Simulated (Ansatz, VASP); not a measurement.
HfB2 in VASP and in Ansatz

```
CELL_PARAMETERS angstrom
3.13268 0.00000 0.00000
-1.56634 2.71298 0.00000
0.00000 0.00000 3.47921
ATOMIC_POSITIONS crystal
Hf 0.00000 0.00000 0.00000
B 0.35000 0.67500 0.50000
B 0.65000 0.32500 0.50000
```

Change from the starting cell: shortest bond scaled by 1.05, PAW files.

Alike in both runs: task single point; functional PBEsol; k mesh 10 × 10 × 8; occupations fermi-dirac, width 0.05 eV; no spin polarisation.

|  | VASP | Ansatz |
| --- | --- | --- |
| version | VASP 6.6.1 | Ansatz 0.2.0 |
| potentials or method | VASP PAW PBE potentials, release 64 (Hf_pv, B) | PAW with Ansatz's default frozen-core files, scalar-relativistic |
| plane-wave cutoff (eV) | 520 | 420 |
| valence electrons in the cell | 16 | 32 |

```tsv
	VASP	Ansatz	Ansatz less VASP
pressure (GPa)	-2.5	-2.4	+0.10
largest component of the traceless stress (GPa)	1.88	2.07	+0.194
rms of the force components (eV/Å)	0.509	0.504	-0.0056
```

Atom by atom the forces differ by 0.006 eV/Å (rms over components). The two sets of potentials don't hold the same shells in valence.

Caveats: the PAW data sets were made with another functional, which shifts forces and pressure a little (VASP). Spin-orbit coupling is left out, which matters for the levels of Hf.
